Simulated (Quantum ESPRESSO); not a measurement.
**TaN under changes of volume**

One of the cells (10.776 Å³/atom); the others are scaled copies at fixed shape and fractional positions:

```
Ta N
1.0
     2.93800    0.00000    0.00000
    -1.46900    2.54438    0.00000
     0.00000    0.00000    2.88300
Ta N
1 1
Direct
  0.00000 0.00000 0.50000
  0.66667 0.33333 0.00000
```

- Program: Quantum ESPRESSO 7.5
- Functional: r2SCAN
- Potentials or basis: SG15 PBE 1.2
- Cutoff: 1197 eV
- Density cutoff: 4789 eV
- k mesh: 6 × 6 × 6
- Occupations: fermi-dirac, width 0.05 eV
- Spin: no spin polarisation

```tsv
volume (Å³/atom)	energy over the lowest point (meV/atom)	pressure (GPa)
10.129	9.87	11.7
10.345	0.00	3.1
10.560	1.01	-4.5
10.776	11.76	-11.4
10.991	31.22	-17.5
11.207	?	?
11.422	92.69	-27.9
```

Problem. What does the run at 11.207 Å³/atom give?

Solution. Energy over the lowest point 58.47 meV/atom; pressure -23.0 GPa.

Worked out: A Birch-Murnaghan fit of order 3 (a polynomial in V^(-2/3)) to the other rows has its minimum at 10.43 Å³/atom with B0 = V·E''(V) = 374 GPa and B' = 4.4 at fixed shape and positions, which overstates the stiffness. It gives 58.53 meV/atom at 11.207 Å³/atom, against the run's 58.47, and -dE/dV = -23.0 GPa, against -23.0.

Energies are extrapolated to zero smearing.

Caveats: all runs use coarse meshes; the potentials were made for another functional, which shifts forces and pressure.
